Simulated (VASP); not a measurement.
GaN in VASP 6.6.1, single-point calculation

INCAR

```
ENCUT = 520
LWAVE = .FALSE.
ISIF = 2
NSW = 0
LREAL = .FALSE.
GGA = PE
LCHARG = .FALSE.
NBANDS = 26
SIGMA = 0.02
LASPH = .TRUE.
PREC = Accurate
IBRION = -1
ISMEAR = -1
NELM = 120
EDIFF = 1E-7
AMIX = 0.2
```

KPOINTS

```
KPOINTS created by Atomic Simulation Environment
0
Gamma
12 12 6
0 0 0
```

POSCAR

```
Ga N
 1.0000000000000000
     3.3712737214827349    0.0000000000288674    0.0000000000000000
    -1.6856368607663674    2.9196086859005188    0.0000000000000000
     0.0000000000000000    0.0000000000000000    5.0401628547000001
 Ga  N
   2   2
Cartesian
 -0.0000000000166664  1.9464057906099683 -0.0354386205149122
  1.6856368607330345  0.9732028953194178  2.4846428068350881
 -0.0000000000166664  1.9464057906099683  1.9254996910274125
  1.6856368607330345  0.9732028953194178  4.4455811183774134
```

The recommended PBE PAW datasets give the neutral cell 36 valence electrons.

Command

```
mpirun -np 1 vasp_std
```

OSZICAR

```
N       E                     dE             d eps       ncg     rms          rms(c)
DAV:   1     0.280447754396E+03    0.28045E+03   -0.17577E+04  4242   0.250E+03
DAV:   2     0.939445269563E+01   -0.27105E+03   -0.25674E+03  4296   0.485E+02
DAV:   3    -0.265497130397E+02   -0.35944E+02   -0.35321E+02  4730   0.142E+02
DAV:   4    -0.278639307012E+02   -0.13142E+01   -0.13069E+01  4696   0.291E+01
DAV:   5    -0.278934153177E+02   -0.29485E-01   -0.29451E-01  4822   0.418E+00    0.106E+01
DAV:   6    -0.249457554482E+02    0.29477E+01   -0.24306E+00  6540   0.232E+01    0.545E+00
DAV:   7    -0.240681760658E+02    0.87758E+00   -0.29141E+00  6654   0.212E+01    0.262E+00
DAV:   8    -0.241052232800E+02   -0.37047E-01   -0.63580E-01  5472   0.118E+01    0.103E+00
DAV:   9    -0.240791092327E+02    0.26114E-01   -0.80855E-02  5556   0.508E+00    0.336E-01
DAV:  10    -0.240789671896E+02    0.14204E-03   -0.31647E-02  6390   0.292E+00    0.318E-01
DAV:  11    -0.240789367875E+02    0.30402E-04   -0.86920E-03  4330   0.725E-01    0.211E-01
DAV:  12    -0.240794230092E+02   -0.48622E-03   -0.41736E-04  5080   0.377E-01    0.178E-01
DAV:  13    -0.240791224896E+02    0.30052E-03   -0.13031E-03  5588   0.727E-01    0.499E-02
DAV:  14    -0.240791412403E+02   -0.18751E-04   -0.17799E-04  4190   0.924E-02    0.571E-02
DAV:  15    -0.240791434851E+02   -0.22448E-05   -0.69649E-06  6726   0.358E-02    0.800E-02
DAV:  16    -0.240791486392E+02   -0.51541E-05   -0.16283E-05  4122   0.351E-02    0.215E-02
DAV:  17    -0.240791487318E+02   -0.92624E-07   -0.16286E-06  4724   0.182E-02    0.243E-02
DAV:  18    -0.240791477090E+02    0.10228E-05   -0.56050E-07  3610   0.602E-03    0.114E-02
DAV:  19    -0.240791471149E+02    0.59410E-06   -0.47941E-07  4158   0.693E-03    0.839E-04
DAV:  20    -0.240791471207E+02   -0.57744E-08   -0.28241E-08  2084   0.180E-03
   1 F= -.24079147E+02 E0= -.24079147E+02  d E =-.211542E-10
```

From OUTCAR

```
k-points           NKPTS =     76   k-points in BZ     NKDIM =     76   number of bands    NBANDS=     26

   NELECT =      36.0000    total number of electrons

   dimension x,y,z NGX =    28 NGY =   28 NGZ =   40
   dimension x,y,z NGXF=    56 NGYF=   56 NGZF=   80

  energy-cutoff  :      520.00
  volume of cell :       49.61
      direct lattice vectors                 reciprocal lattice vectors
     3.371273721  0.000000000  0.000000000     0.296623793  0.171255827  0.000000000
    -1.685636861  2.919608686  0.000000000    -0.000000000  0.342511654  0.000000000
     0.000000000  0.000000000  5.040162855     0.000000000  0.000000000  0.198406287

 k-points in reciprocal lattice and weights: KPOINTS created by Atomic Simulation Env
   0.00000000  0.00000000  0.00000000       0.001
   0.08333333  0.00000000  0.00000000       0.007
   0.16666667  0.00000000  0.00000000       0.007
   0.25000000  0.00000000  0.00000000       0.007
   0.33333333  0.00000000  0.00000000       0.007
   0.41666667 -0.00000000  0.00000000       0.007
   0.50000000  0.00000000  0.00000000       0.003
   0.08333333  0.08333333  0.00000000       0.007
   ...

 E-fermi :   5.0113

 k-point     1 :       0.0000    0.0000    0.0000
  band No.  band energies     occupation
      1     -10.8453      2.00000
      2     -10.1973      2.00000
      3      -8.9305      2.00000
      4      -8.9305      2.00000
      5      -8.9255      2.00000
      6      -8.8761      2.00000
      7      -8.8761      2.00000
      8      -8.7633      2.00000
      9      -8.7633      2.00000
     10      -8.6621      2.00000
     11      -8.6621      2.00000
     12      -7.0445      2.00000
     13      -1.7615      2.00000
     14       3.1832      2.00000
     15       3.1832      2.00000
     16       4.3668      2.00000
     17       4.3668      2.00000
     18       4.6580      2.00000
     19       5.8360      0.00000
     20       7.3368      0.00000
     21      13.2312      0.00000
     22      13.2312      0.00000
     23      13.8224      0.00000
     24      15.1430      0.00000
     25      15.1430      0.00000
     26      16.1411      0.00000

 k-point     2 :       0.0833    0.0000    0.0000
  band No.  band energies     occupation
      1     -10.7934      2.00000
      2     -10.1880      2.00000
      3      -8.9242      2.00000
      4      -8.9206      2.00000
      5      -8.9063      2.00000
      6      -8.8701      2.00000
      7      -8.8667      2.00000
      8      -8.7665      2.00000
      9      -8.7635      2.00000
     10      -8.6693      2.00000
     11      -8.6604      2.00000
     12      -7.0110      2.00000
     13      -1.6790      2.00000
     14       2.6987      2.00000
     15       3.0526      2.00000
     16       3.7120      2.00000
     17       4.3220      2.00000
     18       4.5800      2.00000
     19       6.4842      0.00000
     20       7.7759      0.00000
     21      12.7655      0.00000
     22      13.4212      0.00000
     23      13.6833      0.00000
     24      14.8810      0.00000
     25      15.2994      0.00000
     26      16.0735      0.00000

 ...

  Total       -4.4609872     -4.4609872      1.7728584      0.0000000      0.0000000      0.0000000
  in kB     -144.0715835   -144.0715835     57.2560534      0.0000000      0.0000000      0.0000000
  external PRESSURE =     -76.9623712 kB  Pullay stress =       0.0000000 kB

 POSITION                                       TOTAL-FORCE (eV/Angst)
 -----------------------------------------------------------------------------------
     -0.00000      1.94641      5.00472        -0.000000      0.000000     -0.050874
      1.68564      0.97320      2.48464         0.000000     -0.000000     -0.050874
     -0.00000      1.94641      1.92550        -0.000000     -0.000000      0.050874
      1.68564      0.97320      4.44558         0.000000     -0.000000      0.050874
 -----------------------------------------------------------------------------------
    total drift:                               -0.000000     -0.000000     -0.000870

  FREE ENERGIE OF THE ION-ELECTRON SYSTEM (eV)
  ---------------------------------------------------
  free  energy   TOTEN  =       -24.0791471207 eV

  energy  without entropy=      -24.0791471207  energy(sigma->0) =      -24.07914712
```

It converged. Results: gap between bands v and c on the k mesh 1.18 eV; least direct gap on the k mesh 1.18 eV; pressure -7.7 GPa; largest force 0.05 eV/Å. Band v is the last that the valence electrons fill when counted band by band, and c is the next.

For comparison, a separate PBE run of the intended cell, on usual settings and not on those above, gives a gap of 1.18 eV on its mesh and a pressure of -7.7 GPa.

The run above took about 2.7 min on one core of a shared host (Intel Xeon Platinum 8488C) and held 0.23 GiB at most.
